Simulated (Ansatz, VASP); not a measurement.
## Bi: VASP and Ansatz over several settings

```xyz
1
Lattice="-2.0203 2.0203 2.0203 2.0203 -2.0203 2.0203 2.0203 2.0203 -2.0203" Properties=species:S:1:pos:R:3 pbc="T T T"
Bi    0.0000    0.0000    0.0000
```

Change from the starting cell: volume scaled by 1.06.

Single points on this cell with VASP 6.6.1 and Ansatz 0.2.0. Each row is one pair of runs. Alike in all rows: spin: off; k mesh: 9 × 9 × 9; smearing: fermi-dirac, width 0.05 eV; VASP's potentials, cutoff: VASP PAW PBE potentials, release 64 (Bi_d), 520 eV.

| level | Ansatz's potentials, cutoff | gap on the k mesh at the Fermi level (eV), VASP | gap on the k mesh at the Fermi level (eV), Ansatz | pressure (GPa), VASP | pressure (GPa), Ansatz |
| --- | --- | --- | --- | --- | --- |
| PBE | Ansatz PAW, 420 eV | none | none | -2.1 | -2.0 |
| PBE | JTH PAW, 1800 eV | none | none | -2.1 | -2.0 |
| PBE | Ansatz PAW earlier set, 600 eV | none | none | -2.1 | -2.0 |
| PBE | PseudoDojo stringent (PBE files), 1197 eV | none | none | -2.1 | -2.0 |
| r2SCAN | Ansatz PAW, 500 eV | none | none | -2.9 | -2.9 |
| PBEsol | Ansatz PAW, 420 eV | none | none | -4.6 | -4.5 |

Pressure (GPa): the two programs differ by at most 0.12.

A gap of «none» marks a metal or a gap that the smearing closes.

Caveats: spin-orbit coupling is left out, which moves the levels of the heavy elements (some rows); the PAW data sets were made with another functional, which shifts forces and pressure a little (VASP); the PAW data sets come from PBE, with cores solved anew for the run's functional, which leaves a small shift of forces and pressure (Ansatz).
